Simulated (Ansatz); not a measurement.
# Ti (Im-3m) in Ansatz: settings compared

One crystal, Ti, is run at these levels: HSE03, B3LYP, PBEsol0; tasks: relaxation of cell and atoms.

Program: Ansatz 0.2.0. These are calculated values, not measurements. Logs are shortened: lines on timing, memory, paths and dates and some standing lists are left out, and cuts for length are marked.

### Step 1. The crystal as given

Symmetry: Im-3m, No. 229, cubic system. The conventional cell has a = 3.282 Å, b = 3.282 Å, c = 3.282 Å, α = 90.00°, β = 90.00°, γ = 90.00°. Ti (site symmetry m-3m) has 8 Ti at 2.84 Å as nearest neighbours.

This isn't the form of Ti at room conditions, which is hcp.

### Step 2. Relaxation of cell and atoms, HSE03

input.yaml

```yaml
crystal:
  lattice:
    - [-1.641, 1.641, 1.641]
    - [1.641, -1.641, 1.641]
    - [1.641, 1.641, -1.641]
  atoms:
    - { symbol: Ti, position: [0.0, 0.0, 0.0] }
hamiltonian:
  xc: { exchange: pbe, correlation: pbe, exx: { coeff: 0.25, omega: 0.3 } }
  pseudopotentials: { kind: paw }
kpoints:
  mp_grid: { grid: [6, 6, 6] }
scf:
  occupations: { method: fermi_dirac, width: 0.05 }
output:
  forces: true
  stress: true
relax:
  f_tol: 0.01
  max_steps: 40
  cell: { stress_tol: 0.05 }
```

Potentials or basis: Ansatz PAW.

Command:

```sh
ansatz run input.yaml --threads 2 --pin off --max-ram 5632MiB --backend cpu --events-out ev --progress --plain --runs-dir out
```

Log:

```text
Warning: RAYON_NUM_THREADS=2 ignored (pool sized by the plan → 2); use --threads N
Engine: ansatz 0.2.0, x86_64-unknown-linux-gnu
Pseudopotentials: kind: paw
Pseudopotential: Ti, paw, valence charge 12, recommended cutoff 420 eV (normal), Ti.paw.azcp
Functional definition: unnamed
  parameter a_1 = 0.25
  parameter omega_1 = 0.3/angstrom
  exchange = pbe_x + (-a_1)*pbe_x_sr(omega_1) + a_1*exact_x_sr(omega_1)
  correlation = pbe_c
Crystal: 1 atoms, lattice volume = 17.676 Å³
Basis set: ecut = 420 eV, 369 PW (Γ), exchange–correlation on 40×40×40 points (8 copies of the dense FFT grid, shifted against one another)
Bands: 10, of which v1, the nominal top of the filled ones, is band 6 counted from 1 (5 counted from 0)
Symmetry: 48 space group operations
Space group: Im-3m (ITA 229), of the structure as read, at distance tolerance 2.6e-5 Å
k-points: 16 of 216
Non-local potential: Ti, projectors of the file, l = 0: 3, l = 1: 2, l = 2: 3, l = 3: 1
PAW form: soft (Blöchl's): semilocal exchange-correlation on the pseudo side does not see the compensation charge
PAW frozen core: Ti, regenerated for the run's functional, and the local potential with it (the file was generated under x = pbe(κ = 0.804, μ = 0.2195149727645171), c = pbe(β = 0.06672455060314922))
PAW one-centre angular grid: Ti, 590 points (default); XC on 64 Gauss nodes
Initial density: superposition of atomic densities (neutral atoms: chi_scale 0, normalization atom), corrected by the library's trained network
Initial wavefunctions: pseudopotential atomic-orbital guess
Functional: x = pbe(κ = 0.804, μ = 0.2195149727645171), c = pbe(β = 0.06672455060314922), warm-up for x = pbe(κ = 0.804, μ = 0.2195149727645171) + 0.25 (exact − pbe) at short range (hse, ω = 0.3 Å⁻¹), c = pbe(β = 0.06672455060314922)
SCF iter   1: F=—  HF=-2499.544717 eV  |F-HF|=—  |Δ(HF+E_count)|=         —  Δρ=3.02e-3  dr2=3.91e-4  ethr=1.77e-3  ⟨swp⟩=4.8  Hψ=589  notcnv=0
preconditioner: auto → none  [insulator: Δε(μ)=0.156 eV  Ē_g=4.053 eV  σ=0.050 eV  W_gap=0.60  n_scr=0 (ndim 8)  ℏωp=17.7 eV  f_vac=0.000  D(μ)=2.82/eV (n_scr^D=42)]
SCF iter   2: F=—  HF=-2499.544967 eV  |F-HF|=—  |Δ(HF+E_count)|=   2.50e-4  Δρ=1.57e-3  dr2=9.16e-5  ethr=3.26e-6  ⟨swp⟩=3.0  Hψ=352  notcnv=0
SCF iter   3: F=—  HF=-2499.545038 eV  |F-HF|=—  |Δ(HF+E_count)|=   7.15e-5  Δρ=5.13e-4  dr2=4.17e-5  ethr=7.63e-7  ⟨swp⟩=3.1  Hψ=328  notcnv=0
iter 4 solved again at ethr=2.07e-9 eV; its pass at ethr=3.47e-7 eV (dr2=2.48e-7 eV) is discarded
SCF iter   4: F=—  HF=-2499.545025 eV  |F-HF|=—  |Δ(HF+E_count)|=   1.36e-5  Δρ=4.42e-5  dr2=3.07e-7  ethr=2.07e-9  ⟨swp⟩=3.8  Hψ=651  notcnv=0
SCF iter   5: F=—  HF=-2499.545025 eV  |F-HF|=—  |Δ(HF+E_count)|=   4.74e-8  Δρ=1.33e-5  dr2=3.82e-8  ethr=2.07e-9  ⟨swp⟩=2.9  Hψ=292  notcnv=0
SCF iter   6: F=—  HF=-2499.545025 eV  |F-HF|=—  |Δ(HF+E_count)|=   9.37e-9  Δρ=3.46e-6  dr2=2.52e-9  ethr=3.18e-10  ⟨swp⟩=2.8  Hψ=286  notcnv=0
SCF iter   7: F=—  HF=-2499.545025 eV  |F-HF|=—  |Δ(HF+E_count)|=  4.59e-10  Δρ=3.76e-7  dr2=1.23e-11  ethr=2.10e-11  ⟨swp⟩=2.0  Hψ=579  notcnv=0
SCF iter   8: F=-2499.545025 eV  HF=-2499.545025 eV  |F-HF|=2.27e-12  |Δ(HF+E_count)|=  5.46e-12  Δρ=1.23e-7  dr2=1.76e-12  ethr=1.00e-12  ⟨swp⟩=2.1  Hψ=262  notcnv=0
SCF 1 converged in 8 iterations: F = -2499.545025 eV  dr2 = 1.76e-12
Initial density: handed on by an earlier stage of this run
Initial wavefunctions: those handed on with the density
Functional: x = pbe(κ = 0.804, μ = 0.2195149727645171) + 0.25 (exact − pbe) at short range (hse, ω = 0.3 Å⁻¹), c = pbe(β = 0.06672455060314922)
Exchange kernel: α = 0.2500, screened, ω = 0.3000 Å⁻¹, Wigner–Seitz truncation, v(0) = 502.5719 eV·Å³, q-mesh 6×6×6, nearest image of the exchange supercell L = 17.05 Å, pair-density grid 12×12×12, without the augmentation charges, whose exchange is taken in its separable form by FFT convolution over the k-point mesh (sized by the pseudopotential files, 16×16×16 at the most), smooth part of the exact exchange by density-matrix convolution
Frozen-core exchange: fock
iter 1 solved again at ethr=1.05e-3 eV; its pass at ethr=1.00e-1 eV (dr2=1.26e-1 eV) is discarded
SCF iter   1: F=—  HF=-2498.864180 eV  |F-HF|=—  |Δ(HF+E_count)|=         —  Δρ=3.17e-2  dr2=2.14e-1  ethr=1.05e-3  ⟨swp⟩=4.1  Hψ=772  notcnv=0
eigensolver tolerance schedule calibrated: the retry pair's looser diagonalisation under-reported the residual by θ = 0.36 (0.18/decade); ethr = c·dr2/N_el runs at the constant in force after the calibration composes with the one it found (an armed cap, an earlier calibration), c = 3.1e-2
preconditioner: auto → none  [insulator: Δε(μ)=0.181 eV  Ē_g=5.033 eV  σ=0.050 eV  W_gap=0.53  n_scr=0 (ndim 8)  ℏωp=17.7 eV  f_vac=0.000  D(μ)=2.45/eV (n_scr^D=42)]
SCF iter   2: F=—  HF=-2498.796524 eV  |F-HF|=—  |Δ(HF+E_count)|=   6.77e-2  Δρ=9.26e-3  dr2=1.50e-2  ethr=5.05e-4  ⟨swp⟩=3.9  Hψ=534  notcnv=0
SCF iter   3: F=—  HF=-2498.792390 eV  |F-HF|=—  |Δ(HF+E_count)|=   4.13e-3  Δρ=2.08e-3  dr2=6.72e-3  ethr=2.69e-5  ⟨swp⟩=3.8  Hψ=503  notcnv=0
SCF iter   4: F=—  HF=-2498.810874 eV  |F-HF|=—  |Δ(HF+E_count)|=   1.85e-2  Δρ=2.84e-3  dr2=4.06e-3  ethr=1.06e-6  ⟨swp⟩=4.2  Hψ=419  notcnv=0
SCF iter   5: F=—  HF=-2498.813927 eV  |F-HF|=—  |Δ(HF+E_count)|=   3.05e-3  Δρ=1.22e-3  dr2=2.75e-4  ethr=1.06e-6  ⟨swp⟩=4.0  Hψ=430  notcnv=0
SCF iter   6: F=-2498.813888 eV  HF=-2498.813894 eV  |F-HF|=5.30e-6  |Δ(HF+E_count)|=   3.31e-5  Δρ=2.75e-4  dr2=1.18e-5  ethr=6.49e-7  ⟨swp⟩=3.8  Hψ=396  notcnv=0
SCF 2 stopped early in 6 iterations: F = -2498.813888 eV  dr2 = 1.18e-5
hybrid outer 1: dexx = +2.708e-2 eV, tail = 8.46e-5 eV
Exchange kernel: α = 0.2500, screened, ω = 0.3000 Å⁻¹, Wigner–Seitz truncation, v(0) = 502.5719 eV·Å³, q-mesh 6×6×6, nearest image of the exchange supercell L = 17.05 Å, pair-density grid 12×12×12, without the augmentation charges, whose exchange is taken in its separable form by FFT convolution over the k-point mesh (sized by the pseudopotential files, 16×16×16 at the most), smooth part of the exact exchange by density-matrix convolution
[... 84 lines left out ...]
preconditioner: auto → none  [metal: Δε(μ)=0.118 eV  Ē_g=4.879 eV  σ=0.050 eV  W_gap=0.43  n_scr=0 (ndim 8)  ℏωp=17.8 eV  f_vac=0.000  D(μ)=2.58/eV (n_scr^D=42)]
SCF iter   2: F=—  HF=-2498.815195 eV  |F-HF|=—  |Δ(HF+E_count)|=  1.33e-10  Δρ=6.35e-7  dr2=3.46e-11  ethr=4.14e-12  ⟨swp⟩=3.8  Hψ=336  notcnv=0
SCF iter   3: F=—  HF=-2498.815195 eV  |F-HF|=—  |Δ(HF+E_count)|=  3.09e-11  Δρ=3.64e-7  dr2=1.44e-11  ethr=1.00e-12  ⟨swp⟩=2.1  Hψ=260  notcnv=0
SCF iter   4: F=-2498.815195 eV  HF=-2498.815195 eV  |F-HF|=3.18e-12  |Δ(HF+E_count)|=  4.55e-13  Δρ=1.51e-7  dr2=3.37e-12  ethr=1.00e-12  ⟨swp⟩=2.0  Hψ=259  notcnv=0
SCF 10 converged in 4 iterations: F = -2498.815195 eV  dr2 = 3.37e-12
  Residual-converged pass: ⟨swp⟩=3.7  Hψ=386  notcnv=0  max |occ|·‖R‖ = 9.7e-9 eV (tolerance 1.0e-8 eV)  dr2=5.16e-12  dr2_onsite=7.74e-13  max |Δocc| = 9.2e-14
hybrid outer 3: dexx = +9.971e-11 eV, tail = 1.00e-11 eV, Δε = 7.46e-5 eV (about 3.87e-6 eV left of the loop's levels)
relax step   3: F+E_penalty+E_count = -2498.81519542 eV  Δ(F+E_penalty+E_count) = -2.138e-3 eV  max|allowed force component| = 0.000e0 eV/Å  Δτ_max = 0.0000 Å  P = -0.044 GPa  Ω = 17.370 Å³  energy of the carried Pulay correction = +6.904e-5 eV  (15 SCF iters, accepted)
Exchange kernel: α = 0.2500, screened, ω = 0.3000 Å⁻¹, Wigner–Seitz truncation, v(0) = 502.5652 eV·Å³, q-mesh 6×6×6, nearest image of the exchange supercell L = 16.95 Å, pair-density grid 12×12×12, without the augmentation charges, whose exchange is taken in its separable form by FFT convolution over the k-point mesh (sized by the pseudopotential files, 16×16×16 at the most), smooth part of the exact exchange by density-matrix convolution
Frozen-core exchange: fock
iter 1 solved again at ethr=2.11e-10 eV; its pass at ethr=1.00e-1 eV (dr2=2.53e-8 eV) is discarded
SCF iter   1: F=—  HF=-2498.815106 eV  |F-HF|=—  |Δ(HF+E_count)|=         —  Δρ=3.16e-5  dr2=2.50e-8  ethr=2.11e-10  ⟨swp⟩=10.1  Hψ=1231  notcnv=0
preconditioner: auto → none  [metal: Δε(μ)=0.118 eV  Ē_g=6.013 eV  σ=0.050 eV  W_gap=0.43  n_scr=0 (ndim 8)  ℏωp=17.8 eV  f_vac=0.000  D(μ)=2.58/eV (n_scr^D=42)]
SCF iter   2: F=—  HF=-2498.815106 eV  |F-HF|=—  |Δ(HF+E_count)|=   1.41e-8  Δρ=1.58e-5  dr2=1.14e-8  ethr=1.89e-10  ⟨swp⟩=3.7  Hψ=370  notcnv=0
SCF iter   3: F=—  HF=-2498.815106 eV  |F-HF|=—  |Δ(HF+E_count)|=   1.65e-9  Δρ=4.71e-6  dr2=4.97e-9  ethr=7.60e-11  ⟨swp⟩=2.8  Hψ=289  notcnv=0
iter 4 solved again at ethr=1.00e-12 eV; its pass at ethr=2.25e-11 eV (dr2=4.37e-11 eV) is discarded
SCF iter   4: F=—  HF=-2498.815106 eV  |F-HF|=—  |Δ(HF+E_count)|=  8.84e-10  Δρ=9.83e-7  dr2=1.33e-9  ethr=1.00e-12  ⟨swp⟩=2.2  Hψ=633  notcnv=0
SCF iter   5: F=—  HF=-2498.815106 eV  |F-HF|=—  |Δ(HF+E_count)|=   4.15e-8  Δρ=3.77e-6  dr2=2.08e-9  ethr=1.00e-12  ⟨swp⟩=4.7  Hψ=592  notcnv=0
SCF iter   6: F=-2498.815106 eV  HF=-2498.815106 eV  |F-HF|=9.09e-12  |Δ(HF+E_count)|=  8.92e-10  Δρ=5.76e-8  dr2=2.00e-12  ethr=1.00e-12  ⟨swp⟩=4.4  Hψ=402  notcnv=0
SCF 11 converged in 6 iterations: F = -2498.815106 eV  dr2 = 2.00e-12
hybrid outer 1: dexx = +4.524e-8 eV, tail = 1.37e-10 eV
Exchange kernel: α = 0.2500, screened, ω = 0.3000 Å⁻¹, Wigner–Seitz truncation, v(0) = 502.5652 eV·Å³, q-mesh 6×6×6, nearest image of the exchange supercell L = 16.95 Å, pair-density grid 12×12×12, without the augmentation charges, whose exchange is taken in its separable form by FFT convolution over the k-point mesh (sized by the pseudopotential files, 16×16×16 at the most), smooth part of the exact exchange by density-matrix convolution
Frozen-core exchange: fock
SCF iter   1: F=—  HF=-2498.815106 eV  |F-HF|=—  |Δ(HF+E_count)|=         —  Δρ=3.74e-7  dr2=1.89e-11  ethr=5.72e-12  ⟨swp⟩=8.5  Hψ=661  notcnv=0
preconditioner: auto → none  [metal: Δε(μ)=0.118 eV  Ē_g=4.880 eV  σ=0.050 eV  W_gap=0.43  n_scr=0 (ndim 8)  ℏωp=17.8 eV  f_vac=0.000  D(μ)=2.58/eV (n_scr^D=42)]
SCF iter   2: F=-2498.815106 eV  HF=-2498.815106 eV  |F-HF|=0.00e0  |Δ(HF+E_count)|=  7.28e-12  Δρ=7.62e-8  dr2=5.08e-13  ethr=1.00e-12  ⟨swp⟩=2.1  Hψ=261  notcnv=0
SCF 12 converged in 2 iterations: F = -2498.815106 eV  dr2 = 5.08e-13
  Residual-converged pass: ⟨swp⟩=3.9  Hψ=385  notcnv=0  max |occ|·‖R‖ = 9.4e-9 eV (tolerance 1.0e-8 eV)  dr2=4.33e-13  dr2_onsite=1.23e-13  max |Δocc| = 6.9e-13
hybrid outer 2: dexx = +1.947e-12 eV, tail = 1.22e-12 eV, Δε = 3.84e-6 eV (about 4.14e-7 eV left of the loop's levels)
relax step   4: F+E_penalty+E_count = -2498.81510633 eV  Δ(F+E_penalty+E_count) = +8.908e-5 eV  max|allowed force component| = 0.000e0 eV/Å  Δτ_max = 0.0000 Å  P = -0.037 GPa  Ω = 17.370 Å³  stress off target by 3.69e-2 GPa  SCF on the basis re-selected at this cell (its energy is not comparable with the rows above)  (8 SCF iters)
basis re-selected at this cell: Δ(F+E_penalty+E_count) = +8.908e-5 eV, ΔP = +0.007 GPa vs the last step (what re-selecting the basis moved, of the pressure what is left beyond the Pulay correction that the steps carried, after the strain that the cell walked since its last selection, with what the two solves' SCF thresholds leave and, on support functions, any second-order correction that the steps lacked; it is no measure of the basis error at this ecutwfc). This SCF's stress stands 3.69e-2 GPa from its target on what of the cell is left free (relax.cell.stress_tol is 5.00e-2 GPa) and its largest allowed force component is 0.00e0 eV/Å (relax.f_tol is 1.00e-2 eV/Å): within both
hybrid SCF converged: 2 outer / 8 inner (+0 warm-up), last move |dexx| = 1.95e-12 eV, tail = 1.22e-12 eV
Stability not checked: this state was not tested for a lower state beside it, because the functional holds exact exchange (a hybrid, or Hartree-Fock), whose exchange loop this test does not read (fock_operator; see scf.lower_state_search)
Free energy (F): -2498.815106 eV
Frozen-core exchange: fock
Harris-Foulkes:  -2498.815106 eV  (|F-HF|=0.00e0)
Internal energy: -2498.795707 eV  (E = F + TS)
E sigma→0 (E₀):  -2498.805407 eV
Entropy (-TS):   -0.019400 eV (-19.400 meV/atom)
Fermi energy:    13.184151 eV
--- Per-component energies (eV) ---
  E_band       = -186.272934
  E_kinetic    = 271.594802
  E_local      = -802.072085  (includes V_loc(G=0)·N_el)
  E_nonlocal   = 5.025493
  E_hartree    = 326.492443
  E_xc         = -80.180091
  E_vxc        = -99.007444  (∫ρ·V_xc dr)
  E_exx        = -37.010400  (= α·E_x^exact, valence–valence)
  E_paw        = -1026.134797  (= ΣΔE_a)
  E_vpaw       = -140.777913  (= ΣTr[D̂ρ^β])
  E_aug_tail   = 0.000120  (compensation charges beyond the density's cutoff)
  E_ewald      = -1156.339787
  E_core_change = -0.171404  (= ΣΔE_core)
  E_smearing   = -0.019400  (= −TS)
  E_closure    = 0.000000  (closes the sum)
  Σ components = -2498.815106   (vs F -2498.815106, Δ=0.00e0)
--- Forces (eV/Å), atoms counted from 1 ---
  atom   1  Ti     0.00000000    -0.00000000     0.00000000
  max |Σ_I F_I| component: 4.21e-30 eV/Å
--- Stress (GPa, compression-positive) ---
       -0.036948       0.000000      -0.000000
       -0.000000      -0.036948       0.000000
       -0.000000      -0.000000      -0.036948
  P = ⅓ Tr σ = -0.0369 GPa (-0.369 kbar)
--- Band table (eV; the first three rows and the last of 16) ---
  k-point 0: bands = ["-48.1671", "-22.3705", "-22.3705", "-22.3705", "6.2108", "14.6339", "14.6339", "14.6339"]
  k-point 1: bands = ["-48.1320", "-22.5585", "-22.4243", "-22.3713", "7.2231", "14.1561", "14.3043", "15.3369"]
  k-point 2: bands = ["-48.0610", "-22.9194", "-22.5302", "-22.3725", "9.4457", "13.2966", "13.4542", "16.3027"]
  k-point 15: bands = ["-47.9312", "-22.8420", "-22.8420", "-22.8420", "10.5894", "10.5894", "17.7766", "17.7766"]
  guard bands above this table: 2 of the run's 10 bands. The solve was not asked for them (output.publish_guard_bands: true or output.eigenvalues: true publishes all)
--- Relaxed structure (3 steps of the walk, 2 accepted, 1 SCFs on fresh bases) ---
  F+E_penalty+E_count = -2498.81510633 eV   max|allowed force component| = 0.000e0 eV/Å   (the final SCF, on the basis selected at the relaxed cell)
  cell:  # Å, volume = 17.3699 Å³
    - [-1.631468703465192, 1.631468703465192, 1.631468703465192]
    - [1.631468703465192, -1.631468703465192, 1.631468703465192]
    - [1.631468703465192, 1.631468703465192, -1.631468703465192]
  atoms:
    - { symbol: Ti, position: [0.0, 0.0, 0.0] }
```

Run time: 31 s. Hardware: 2 threads of Intel Xeon at 2.70GHz, shared host; peak memory 0.63 GiB.

Results:

```yaml
Free_energy: -2498.8151 eV
Relaxed_volume: 17.37 Å³/atom
Relaxed_cell: a = 2.826 Å, b = 2.826 Å, c = 2.826 Å, α = 109.47°, β = 109.47°, γ = 109.47°
Space_group_after_relaxing_to_0.05_Å: Im-3m (No. 229)
Energy_gained_by_relaxing: 2.0 meV/atom
Ionic_steps: 3
Pressure_after_relaxing: 0.0 GPa
Band_gap_on_the_k_mesh: none (metal or under the smearing width)
```

Step by step:
| step | energy change (eV) | largest force (eV/Å) | volume (Å³) |
| --- | --- | --- | --- |
| 1 | 0.0000 | 0.0000 | 17.68 |
| 2 | -0.0021 | 0.0000 | 17.37 |
| 3 | -0.0020 | 0.0000 | 17.37 |

Final structure:
```
Ti
1.0
    -1.63147    1.63147    1.63147
     1.63147   -1.63147    1.63147
     1.63147    1.63147   -1.63147
Ti
1
Direct
  0.00000 0.00000 0.00000
```

Caveat: the k mesh is coarse (spacing up to 0.45 Å⁻¹), so the values aren't converged, least of all with exact exchange; the plane-wave basis is chosen anew once the cell has moved, so the energies of steps on either side of that aren't comparable; the PAW data sets come from PBE, with cores solved anew for the run's functional, which leaves a small shift of forces and pressure.

### Step 3. Relaxation of cell and atoms, B3LYP

Edit input.yaml of step 2 so:

```diff
@@ -8,3 +8,3 @@
 hamiltonian:
-  xc: { exchange: pbe, correlation: pbe, exx: { coeff: 0.25, omega: 0.3 } }
+  xc: b3lyp
   pseudopotentials: { kind: paw }
```

Potentials or basis: Ansatz PAW.

Command:

```sh
ansatz run input.yaml --threads 2 --pin off --max-ram 5632MiB --backend cpu --events-out ev --progress --plain --runs-dir out
```

Run time: 36 s. Hardware: 2 threads of Intel Xeon at 2.70GHz, shared host; peak memory 0.63 GiB.

It converged, with:

| Property | Result |
| --- | --- |
| Free energy | -2504.4589 eV |
| Relaxed volume | 17.37 Å³/atom |
| Relaxed cell | a = 2.826 Å, b = 2.826 Å, c = 2.826 Å, α = 109.47°, β = 109.47°, γ = 109.47° |
| Space group after relaxing (to 0.05 Å) | Im-3m (No. 229) |
| Energy gained by relaxing | 1.9 meV/atom |
| Ionic steps | 4 |
| Pressure after relaxing | 0.0 GPa |
| Band gap on the k mesh | none (metal or under the smearing width) |

Step by step:
| step | energy change (eV) | largest force (eV/Å) | volume (Å³) |
| --- | --- | --- | --- |
| 1 | 0.0000 | 0.0000 | 17.68 |
| 2 | -0.0019 | 0.0000 | 17.38 |
| 3 | -0.0019 | 0.0000 | 17.37 |
| 4 | -0.0019 | 0.0000 | 17.37 |

Final structure:
```
CELL_PARAMETERS angstrom
-1.63147 1.63147 1.63147
1.63147 -1.63147 1.63147
1.63147 1.63147 -1.63147
ATOMIC_POSITIONS crystal
Ti 0.00000 0.00000 0.00000
```

Levels at points of the mesh, in eV from the Fermi level:
```
              k point  band 2  band 3  band 4  band 5  band 6  band 7  band 8
   (0.00, 0.00, 0.00)  -35.41  -35.41  -35.41   -7.16    1.66    1.66    1.66
  (0.00, 0.00, -0.50)  -36.14  -35.63  -35.42   -3.24   -0.71    1.24    3.45
(-0.50, -0.50, -0.50)  -35.89  -35.89  -35.89   -3.01   -3.01    4.76    4.76
```

Caveat: the k mesh is coarse (spacing up to 0.45 Å⁻¹), so the values aren't converged, least of all with exact exchange; the plane-wave basis is chosen anew once the cell has moved, so the energies of steps on either side of that aren't comparable; the PAW data sets come from PBE, with cores solved anew for the run's functional, which leaves a small shift of forces and pressure.

### Step 4. Relaxation of cell and atoms, PBEsol0

Edit input.yaml of step 3 so:

```diff
@@ -8,3 +8,3 @@
 hamiltonian:
-  xc: b3lyp
+  xc: { exchange: pbesol, correlation: pbesol, exx: { coeff: 0.25 } }
   pseudopotentials: { kind: paw }
```

Command:

```sh
ansatz run input.yaml --threads 2 --pin off --max-ram 5632MiB --backend cpu --events-out ev --progress --plain --runs-dir out
```

Run time: 37 s. Hardware: 2 threads of Intel Xeon at 2.70GHz, shared host; peak memory 0.64 GiB.

The run converged. Its results:

| Property | Result |
| --- | --- |
| Free energy | -2480.5181 eV |
| Relaxed volume | 16.87 Å³/atom |
| Relaxed cell | a = 2.799 Å, b = 2.799 Å, c = 2.799 Å, α = 109.47°, β = 109.47°, γ = 109.47° |
| Space group after relaxing (to 0.05 Å) | Im-3m (No. 229) |
| Energy gained by relaxing | 14.5 meV/atom |
| Ionic steps | 4 |
| Pressure after relaxing | 0.0 GPa |
| Band gap on the k mesh | none (metal or under the smearing width) |

Step by step:
| step | energy change (eV) | largest force (eV/Å) | volume (Å³) |
| --- | --- | --- | --- |
| 1 | 0.0000 | 0.0000 | 17.68 |
| 2 | -0.0146 | 0.0000 | 16.94 |
| 3 | -0.0147 | 0.0000 | 16.87 |
| 4 | -0.0145 | 0.0000 | 16.87 |

Final structure:
```xyz
1
Lattice="-1.6157 1.6157 1.6157 1.6157 -1.6157 1.6157 1.6157 1.6157 -1.6157" Properties=species:S:1:pos:R:3 pbc="T T T"
Ti    0.0000    0.0000    0.0000
```

Levels at points of the mesh, in eV from the Fermi level:
```tsv
k point	band 3	band 4	band 5	band 6	band 7	band 8
(0.00, 0.00, 0.00)	-35.92	-35.92	-7.61	2.08	2.08	2.08
(0.00, 0.00, -0.50)	-36.16	-35.93	-3.46	-0.52	1.17	3.95
(-0.50, -0.50, -0.50)	-36.45	-36.45	-3.23	-3.23	5.37	5.37
```

Caveat: the k mesh is coarse (spacing up to 0.45 Å⁻¹), so the values aren't converged, least of all with exact exchange; the plane-wave basis is chosen anew once the cell has moved, so the energies of steps on either side of that aren't comparable; the PAW data sets come from PBE, with cores solved anew for the run's functional, which leaves a small shift of forces and pressure.

### Step 5. The runs side by side

```tsv
level	gap on the mesh (eV)	pressure (GPa)	relaxed volume (Å³/atom)
HSE03	none	0.0	17.37
B3LYP	none	0.0	17.37
PBEsol0	none	0.0	16.87
```

Alike in all rows: task relaxation of cell and atoms; potentials or basis Ansatz PAW; no spin polarisation; cell relaxed; k mesh 6 × 6 × 6; cutoff (eV) 420; smearing fermi-dirac 0.05 eV; the mesh is coarse, so values aren't converged.

Caveats: all runs use coarse meshes; the plane-wave basis is chosen anew once the cell has moved, so the energies of steps on either side of that aren't comparable; the PAW data sets come from PBE, with cores solved anew for the run's functional, which leaves a small shift of forces and pressure.

Total energies depend on the potentials used, so only differences within one code and one set of settings carry meaning.
